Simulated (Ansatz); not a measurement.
NaCl:

```xyz
2
Lattice="3.5022 0.0000 0.0000 0.0000 3.5022 0.0000 0.0000 0.0000 3.5022" Properties=species:S:1:pos:R:3 pbc="T T T"
Cl    1.7511    1.7511    1.7511
Na    0.0000    0.0000    0.0000
```

Measurements of this composition are mostly on another form, of space group No. 225.

Program: Ansatz 0.2.0. Alike in all runs: potentials or basis Ansatz PAW; no spin polarisation; cell as given; cutoff (eV) 420. Hardware: 2 threads of Intel(R) Xeon(R) Processor @ 2.70GHz, on a shared host.

Task: Order these runs on this cell by their wall time, lowest first.
A. task Born charges and dielectric tensor; level PBEsol; k mesh 8 × 8 × 8; smearing fixed; mesh quality not flagged
B. task band structure; level LDA; k mesh 8 × 8 × 8; smearing fermi-dirac 0.05 eV; points for each segment of the path 14; mesh quality not flagged
C. task band structure; level PBE0; k mesh 4 × 4 × 4; smearing fermi-dirac 0.05 eV; points for each segment of the path 4; mesh quality coarse

Result: B (1.9 s), A (13 s), C (52 s).

Caveats: some runs use coarse meshes.

Runs at the PBE level aren't shown here.
